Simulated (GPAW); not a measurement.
Crystal: MnS.

```
Mn S
1.0
     0.00000    2.60450    2.60450
     2.60450    0.00000    2.60450
     2.60450    2.60450    0.00000
Mn S
1 1
Direct
  0.00000 0.00000 0.00000
  0.50000 0.50000 0.50000
```

Base run:

- Program: GPAW 26.7.0
- Functional: LDA
- Potentials or basis: the program's PAW data sets (release 1.2.1) made for this functional
- Cutoff: 600 eV
- Basis: pw
- k mesh: 9 × 9 × 9
- Occupations: fermi-dirac, width 0.05 eV
- Spin: collinear spin, ferromagnetic start
- Starting moments: [4.0, 0.0] μB

Its results: pressure -11.7 GPa; net moment 4.53 μB per cell; site moments Mn +4.00; S +0.10 μB.

Problem. The run is repeated on the same cell with these changes: functional from LDA to RPBE. What comes out?

Solution. Pressure 0.6 GPa; net moment 4.75 μB per cell; site moments Mn +4.20; S +0.11 μB.

RPBE binds less tightly than LDA, so the same cell stands under more pressure.

Caveats: a cell with one magnetic atom can't hold antiferromagnetic order, which such compounds often take.

Not every run made on this cell is shown here.
